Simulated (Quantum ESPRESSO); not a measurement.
Au under changes of volume

One of the cells (16.855 Å³/atom); the others are scaled copies at fixed shape and fractional positions:

```xyz
1
Lattice="0.0000 2.0350 2.0350 2.0350 0.0000 2.0350 2.0350 2.0350 0.0000" Properties=species:S:1:pos:R:3 pbc="T T T"
Au    0.0000    0.0000    0.0000
```

```yaml
Program: Quantum ESPRESSO 7.5
Functional: PBE
Potentials_or_basis: SSSP 1.3 efficiency PBE
Cutoff: 816 eV
Density_cutoff: 3265 eV
k_mesh: 11 × 11 × 11
Occupations: fermi-dirac, width 0.05 eV
Spin: no spin polarisation
```

```csv
volume (Å³/atom),energy over the lowest point (meV/atom),pressure (GPa)
15.843,135.45,24.3
16.181,89.78,18.9
16.518,54.90,14.1
16.855,29.55,9.8
17.192,12.59,6.1
17.529,?,?
17.866,0.00,-0.1
```

Q: What does the run at 17.529 Å³/atom give?

A: Energy over the lowest point 3.04 meV/atom; pressure 2.8 GPa.

Worked out: A Birch-Murnaghan fit of order 3 (a polynomial in V^(-2/3)) to the other rows has its minimum at 17.86 Å³/atom with B0 = V·E''(V) = 146 GPa and B' = 5.5. It gives 3.01 meV/atom at 17.529 Å³/atom, against the run's 3.04, and -dE/dV = 2.9 GPa, against 2.8.

Energies are extrapolated to zero smearing.
